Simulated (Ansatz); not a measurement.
Crystal: Sn.

```
Sn
1.0
    -1.89465    1.89465    1.89465
     1.89465   -1.89465    1.89465
     1.89465    1.89465   -1.89465
Sn
1
Direct
  0.00000 0.00000 0.00000
```

This isn't the form of Sn at room conditions, which is tetragonal (white tin).

- Program: Ansatz 0.2.0
- Task: relaxation of cell and atoms
- Functional: PBEsol
- Dispersion: D3(BJ)
- Potentials or basis: Ansatz PAW
- Cutoff: 420 eV (not typed: the program's choice for these potentials)
- k mesh: 10 × 10 × 10
- Occupations: fermi-dirac, width 0.05 eV
- Spin: no spin polarisation

At the start: volume 27.20 Å³/atom.

Problem. Where does the relaxation end?

Solution. It ends after 5 steps and the volume is 24.76 Å³/atom (-9.0 %); space group Im-3m (No. 229, to 0.05 Å).

Step by step:
| step | energy change (eV) | largest force (eV/Å) | volume (Å³) |
| --- | --- | --- | --- |
| 1 | 0.0000 | 0.0000 | 27.20 |
| 2 | -0.0390 | 0.0000 | 24.59 |
| 3 | -0.0392 | 0.0000 | 24.80 |
| 4 | -0.0392 | 0.0000 | 24.76 |
| 5 | -0.0387 | 0.0000 | 24.76 |

Final structure:
```xyz
1
Lattice="-1.8362 1.8362 1.8362 1.8362 -1.8362 1.8362 1.8362 1.8362 -1.8362" Properties=species:S:1:pos:R:3 pbc="T T T"
Sn    0.0000    0.0000    0.0000
```

Caveat: the plane-wave basis is chosen anew once the cell has moved, so the energies of steps on either side of that aren't comparable; pairwise dispersion overbinds metals, which lowers pressure and volume; the PAW data sets come from PBE, with cores solved anew for the run's functional, which leaves a small shift of forces and pressure.
